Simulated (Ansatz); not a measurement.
Crystal: Al2O3.

```
CELL_PARAMETERS angstrom
2.88432 0.00000 0.00000
-1.44216 2.49790 0.00000
0.00000 0.00000 9.33675
ATOMIC_POSITIONS crystal
Al 0.00000 0.00000 0.85001
Al 0.00000 0.00000 0.14999
O 0.33333 0.66667 0.77768
O 0.66667 0.33333 0.00000
O 0.33333 0.66667 0.22232
```

Measurements of this composition are mostly on another form, of space group No. 167.

```yaml
Program: Ansatz 0.2.0
Task: relaxation of cell and atoms
Functional: revPBE
Dispersion: D3(BJ)
Potentials_or_basis: Ansatz PAW
Cutoff: "420 eV (not typed: the program's choice for these potentials)"
k_mesh: 11 × 11 × 3
Occupations: fermi-dirac, width 0.05 eV
Spin: no spin polarisation
```

At the start: volume 13.45 Å³/atom.

Where does the relaxation end?

It ends after 17 steps and the volume is 10.20 Å³/atom (-24.2 %); space group P-6m2 (No. 187, to 0.05 Å).

Step by step:
| step | energy change (eV) | largest force (eV/Å) | volume (Å³) |
| --- | --- | --- | --- |
| 1 | 0.0000 | 0.2249 | 67.27 |
| 2 | -0.0179 | 0.0718 | 65.43 |
| 3 | -0.0450 | 0.1954 | 61.77 |
| 4 | -0.0808 | 0.1074 | 58.52 |
| 5 | -0.1243 | 0.1091 | 55.44 |
| 6 | -0.1653 | 0.1552 | 52.27 |
| 7 | -0.1718 | 0.0805 | 50.75 |
| 8 | -0.1729 | 0.0632 | 51.46 |
| 9 | -0.1732 | 0.0228 | 51.42 |
| 10 | -0.1730 | 0.0049 | 51.50 |
| 11 | -0.1729 | 0.0002 | 51.53 |
| 12 | -0.1606 | 0.0009 | 51.53 |
| 13 | -0.1638 | 0.0046 | 50.94 |
| 14 | -0.1633 | 0.0012 | 51.07 |
| 15 | -0.1616 | 0.0010 | 51.07 |
| 16 | -0.1618 | 0.0014 | 51.01 |
| 17 | -0.1616 | 0.0013 | 51.01 |

Final structure:
```
Al O
1.0
     2.86536    0.00000    0.00000
    -1.43268    2.48148    0.00000
     0.00000    0.00000    7.17468
Al O
2 3
Direct
  0.00000 0.00000 0.80610
  0.00000 0.00000 0.19390
  0.33333 0.66667 0.71030
  0.66667 0.33333 0.00000
  0.33333 0.66667 0.28970
```

Caveat: the volume moved by over 15 % at a fixed basis, so the end points are rough; the plane-wave basis is chosen anew once the cell has moved, so the energies of steps on either side of that aren't comparable; the pressure holds a Pulay correction of +0.6 GPa for the finite cutoff; the PAW data sets come from PBE, with cores solved anew for the run's functional, which leaves a small shift of forces and pressure.
